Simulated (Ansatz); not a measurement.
Al2Ru under changes of volume

One of the cells (13.706 Å³/atom); the others are scaled copies at fixed shape and fractional positions:

```
Ru Al
1.0
    -1.56042    1.56042    4.22181
     1.56042   -1.56042    4.22181
     1.56042    1.56042   -4.22181
Ru Al
1 2
Cartesian
  0.0000 0.0000 0.0000
  0.0000 0.0000 2.8776
  0.0000 0.0000 5.5660
```

The cell comes from a database or a generator and needn't be the stable form of this composition.

```yaml
Program: Ansatz 0.2.0
Functional: PBEsol
Potentials_or_basis: Ansatz PAW
Cutoff: "420 eV (not typed: the program's choice for these potentials)"
k_mesh: 12 × 12 × 12
Occupations: fermi-dirac, width 0.05 eV
Spin: no spin polarisation
```

| volume (Å³/atom) | energy over the lowest point (meV/atom) | pressure (GPa) | largest force (eV/Å) |
| --- | --- | --- | --- |
| 12.884 | 28.87 | 12.4 | 0.172 |
| 13.158 | 11.82 | 7.7 | 0.093 |
| 13.432 | 2.46 | 3.4 | 0.020 |
| 13.706 | 0.00 | -0.4 | 0.048 |
| 13.980 | 3.75 | -3.9 | 0.110 |
| 14.255 | ? | ? | ? |
| 14.529 | 27.40 | -9.7 | 0.221 |

What does the run at 14.255 Å³/atom give?

Energy over the lowest point 13.07 meV/atom; pressure -6.9 GPa; largest force 0.167 eV/Å.

Worked out: A Birch-Murnaghan fit of order 3 (a polynomial in V^(-2/3)) to the other rows has its minimum at 13.67 Å³/atom with B0 = V·E''(V) = 183 GPa and B' = 4.4 at fixed shape and positions, which overstates the stiffness. It gives 13.09 meV/atom at 14.255 Å³/atom, against the run's 13.07, and -dE/dV = -7.0 GPa, against -6.9.

Energies are extrapolated to zero smearing.

Caveats: the PAW data sets come from PBE, with cores solved anew for the run's functional, which leaves a small shift of forces and pressure.
